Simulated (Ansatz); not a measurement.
The parent structure is Li$_{2}$O in the anti-fluorite structure (space group Fm-3m, No. 225; a = 4.5727 Å). Axes: x, y, z lie along the cube axes.

All numbers come from plane-wave PAW DFT at the r2SCAN level (Ansatz, a program for electronic structure, 500 eV), without spin-orbit coupling.

Strains are applied to the cell and any free atomic positions relax; under biaxial strain the out-of-plane vector relaxes too.

One change was made to it. Results:

The band gap shrinks by 0.05 eV, from 5.77 eV to 5.72 eV; the electron mass changes from 0.81 mₑ along k, 0.43 mₑ across (at X) to 0.76 mₑ along k, 0.44 mₑ across (at X).

Question: What was done to the base?
(A) isotropic strain −1.39 %
(B) biaxial strain +1.98 %, plane normal [001], relaxed out of plane
(C) uniaxial strain ε_yy = −2.20 %

Answer: C, uniaxial strain ε_yy = −2.20 %. For comparison, the band gap in the other runs: biaxial strain +1.98 %, plane normal [001], relaxed out of plane gives 5.60 eV; isotropic strain −1.39 % gives 5.86 eV.

Effective masses come from finite differences of ±0.01 Å⁻¹. Along k means along the line from Γ to the band edge. No phonon test of stability was made.
